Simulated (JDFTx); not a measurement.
TaS2:

```
Ta S
1.0
     3.35000    0.00000    0.00000
    -1.67500    2.90119    0.00000
     0.00000    0.00000    5.86000
Ta S
1 2
Direct
  0.00000 0.00000 0.00000
  0.66667 0.33333 0.75000
  0.33333 0.66667 0.25000
```

* Program: JDFTx 1.7.0 (patched build)
* Task: single point
* Functional: PBE
* Potentials or basis: PseudoDojo-SR-PBE-0.5-standard
* Cutoff: 789 eV
* Density cutoff: 3157 eV
* k mesh: 9 × 9 × 5
* Occupations: fermi-dirac, width 0.05 eV
* Spin: no spin polarisation

On this cell: pressure 9.1 GPa; largest force 1.220 eV/Å; band gap on the k mesh none (metal or under the smearing width).

The same run follows on a disturbed copy (atoms moved at random, drawn with an rms of 0.05 Å):

```xyz
3
Lattice="3.3500 0.0000 0.0000 -1.6750 2.9012 0.0000 0.0000 0.0000 5.8600" Properties=species:S:1:pos:R:3 pbc="T T T"
Ta    0.0133    0.0009    0.0124
S     1.6748    0.9637    4.3864
S    -0.0254    1.9278    1.4405
```

Question: What does the disturbed cell give?

Answer: The energy (extrapolated to zero smearing) moves by +12.5 meV/atom; pressure 9.9 GPa; largest force 1.781 eV/Å; band gap on the k mesh none (metal or under the smearing width).

Forces in eV/Å, atoms in the order of the input:
```
Ta  -0.306 -0.055 -0.757
S    0.016  0.016 -1.000
S    0.290  0.038  1.757
```

Stress tensor (GPa, compression positive):
```
 8.16 -0.64  1.05
-0.64  8.32  0.08
 1.05  0.08 13.32
```

Caveats: forces may be off by hundredths of an eV/Å; the empty levels aren't tightly converged; this functional lacks dispersion, which binds the layers, so the pressure and a relaxed spacing across them are unreliable (some runs).
